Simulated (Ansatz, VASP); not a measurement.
## Two plane-wave programs on Te

INCAR

```
SYSTEM = Te
PREC = Accurate
ENCUT = 520
EDIFF = 1E-7
ISMEAR = -1
SIGMA = 0.1
LREAL = .FALSE.
LASPH = .TRUE.
NELM = 100
ALGO = Normal
ISIF = 2
LWAVE = .FALSE.
LCHARG = .FALSE.
GGA = RP
NBANDS = 20
```

File KPOINTS:

```
regular mesh
0
G
  10 10 5
  0 0 0
```

File POSCAR:

```
Te
1.0
    4.2007218386      0.0000000000      0.0000000000
   -2.1003609193      3.6379318265      0.0000000000
    0.0000000000      0.0000000000      8.0753174822
Te
4
Direct
    1.0000000000      1.0000000000      0.0000000000
    1.0000000000      1.0000000000      0.5000000000
    0.3333333333      0.6666666667      0.2500000000
    0.6666666667      0.3333333333      0.7500000000
```

Input for Ansatz:

```yaml
crystal:
  lattice:
    - [4.2007218386, 0.0, 0.0]
    - [-2.1003609193, 3.6379318265, 0.0]
    - [0.0, 0.0, 8.0753174822]
  atoms:
    - { symbol: Te, position: [1.0, 1.0, 0.0] }
    - { symbol: Te, position: [1.0, 1.0, 0.5] }
    - { symbol: Te, position: [0.3333333333, 0.6666666667, 0.25] }
    - { symbol: Te, position: [0.6666666667, 0.3333333333, 0.75] }
hamiltonian:
  xc: rpbe
  pseudopotentials:
    kind: paw
    azcp:
      Te: "pseudopotentials/Te.paw.azcp"
basis:
  ecutwfc: 420
  fft_grid_basis: typed
kpoints:
  mp_grid: { grid: [10, 10, 5], shift: [0, 0, 0] }
magnetization:
  spin_polarized: false
scf:
  occupations: { method: fermi_dirac, width: 0.1 }
  lower_state_search: "off"
output:
  stress: true
  write_density: true
  write_potential: true
  elf: true
  volumetric_format: npy
```

Alike in both runs: task single point; functional RPBE; k mesh 10 × 10 × 5; occupations fermi-dirac, width 0.1 eV; no spin polarisation.

```csv
,VASP,Ansatz
version,VASP 6.6.1,Ansatz 0.2.0
potentials or method,"VASP PAW PBE potentials, release 64 (Te)","plane waves (420 eV) with PAW, scalar-relativistic"
plane-wave cutoff (eV),520,420
valence electrons in the cell,24,64
```

```csv
,VASP,Ansatz,Ansatz less VASP
pressure (GPa),4.3,4.4,+0.09
largest component of the traceless stress (GPa),1.39,1.40,+0.008
```

The two sets of potentials don't hold the same shells in valence.

Caveats: the PAW data sets were made with another functional, which shifts forces and pressure a little (VASP). Spin-orbit coupling is left out, which matters for the levels of Te.
